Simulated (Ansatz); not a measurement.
# Co (Co, bcc): the cost of one run

Computed with Ansatz 0.2.0 (DFT m-r2SCAN, plane waves (500 eV) with PAW, scalar-relativistic; the PAW data stem from PBE, with regenerated cores; m-r²SCAN is r²SCAN on the gauge-invariant kinetic-energy density, unless a step says otherwise).

### Step 1. Starting point

Symmetry: Im-3m, No. 229, cubic system. Conventional cell: a = 2.808 Å, b = 2.808 Å, c = 2.808 Å, α = 90.00°, β = 90.00°, γ = 90.00°. Co (site symmetry m-3m) has 8 Co at 2.43 Å as nearest neighbours.

Coordinates:

```
Co
1.0
     2.80827    0.00000    0.00000
     0.00000    2.80827    0.00000
     0.00000    0.00000    2.80827
Co
2
Direct
  0.00000 0.00000 0.00000
  0.50000 0.50000 0.50000
```

The atoms start with moments of +1.7, -1.7 μB.

### Step 2. Relaxing cell and atoms

input.yaml reads:

```yaml
crystal:
  lattice:
    - [2.8082743434, 0.0, 0.0]
    - [0.0, 2.8082743434, 0.0]
    - [0.0, 0.0, 2.8082743434]
  atoms:
    - { symbol: Co, position: [0.0, 0.0, 0.0], spin: 1.7 }
    - { symbol: Co, position: [0.5, 0.5, 0.5], spin: -1.7 }
hamiltonian:
  xc: mr2scan
  pseudopotentials:
    kind: paw
    azcp:
      Co: "pseudopotentials/Co.paw.azcp"
basis:
  ecutwfc: 500
  fft_grid_basis: typed
kpoints:
  mp_grid: { grid: [11, 11, 11], shift: [0, 0, 0] }
magnetization:
  spin_polarized: true
scf:
  occupations: { method: fermi_dirac, width: 0.05 }
relax:
  max_steps: 60
  f_tol: 0.01
  cell: {}
output:
  write_density: true
  write_potential: true
  elf: true
  volumetric_format: npy
```

On the command line:

```sh
$ ansatz run input.yaml --threads 2 --pin off --max-ram 5120MiB --backend cpu --events-out ev --progress --plain --runs-dir out
```

**Question.** How long does this run take on 2 threads of Intel Xeon 6975P-C (Granite Rapids), shared host, and how much memory does it need?

About 15 s, with a peak of 0.46 GiB.
